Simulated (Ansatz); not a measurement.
Set up this calculation in Ansatz 0.2.0, as the native input.

| Item | Value |
| --- | --- |
| Task | single point |
| Functional | PBE |
| Potentials or basis | Ansatz PAW |
| Cutoff | 420 eV (not typed: the program's choice for these potentials) |
| k mesh | 9 × 9 × 9 |
| Occupations | gaussian, width 0.02 eV |
| Spin | no spin polarisation |

The system is SrO.

```
CELL_PARAMETERS angstrom
0.00000 2.56630 2.56630
2.56630 0.00000 2.56630
2.56630 2.56630 0.00000
ATOMIC_POSITIONS crystal
Sr 0.50000 0.50000 0.50000
O 0.00000 0.00000 0.00000
```

These files were run (other wordings do the same):

input.yaml

```yaml
crystal:
  lattice:
    - [0.0, 2.5663, 2.5663]
    - [2.5663, 0.0, 2.5663]
    - [2.5663, 2.5663, 0.0]
  atoms:
    - { symbol: Sr, position: [0.5, 0.5, 0.5] }
    - { symbol: O, position: [0.0, 0.0, 0.0] }
hamiltonian:
  xc: pbe
  pseudopotentials: { kind: paw }
kpoints:
  mp_grid: { grid: [9, 9, 9] }
scf:
  occupations: { method: gaussian, width: 0.02 }
output:
  forces: true
  stress: true
  eigenvalues: true
  write_density: true
  write_potential: true
  elf: true
  volumetric_format: npy
```

Potentials or basis: Ansatz PAW.

Run with:

```console
$ ansatz run input.yaml --threads 2 --pin off --max-ram 5632MiB --backend cpu --events-out ev --progress --plain --runs-dir out
```

Results of the run:

```json
{"Pressure": "3.3 GPa", "Band gap on the k mesh": "3.37 eV, indirect (least direct gap 3.45 eV)"}
```

Caveat: odd divisions of the mesh miss points on the zone boundary, where band edges often lie, so the gap on the mesh can be too wide; the pressure holds a Pulay correction of +0.4 GPa for the finite cutoff.

It took 0.59 s on 2 threads of Arm Neoverse V2, with other jobs on the host, peak memory 0.27 GiB.
